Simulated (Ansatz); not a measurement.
Crystal: FeO (Wuestite).

```
CELL_PARAMETERS angstrom
1.51882 0.87689 2.51958
-1.51882 0.87689 2.51958
0.00000 -1.75378 2.51958
ATOMIC_POSITIONS crystal
Fe 0.00000 0.00000 0.00000
O 0.50000 0.50000 0.50000
```

Base run:

| Quantity | Value |
| --- | --- |
| Program | Ansatz 0.2.0 |
| Functional | PBE |
| Potentials or basis | Ansatz PAW |
| Cutoff | 420 eV (not typed: the program's choice for these potentials) |
| k mesh | 11 × 11 × 11 |
| Occupations | fermi-dirac, width 0.05 eV |
| Spin | no spin polarisation |

Its results: band gap on the k mesh none (metal or under the smearing width); pressure -26.2 GPa.

Problem. The run is repeated on the same cell with these changes: spin from no spin polarisation to collinear spin, ferromagnetic start. What comes out?

Solution. Band gap on the k mesh none (metal or under the smearing width); pressure -1.2 GPa; net moment 4.00 μB per cell; site moments Fe +3.45; O +0.32 μB.

Caveats: semilocal functionals often make such compounds metallic where correlation or magnetic order opens a gap, which also shifts bond lengths; a cell with one magnetic atom can't hold antiferromagnetic order, which such compounds often take (some runs).
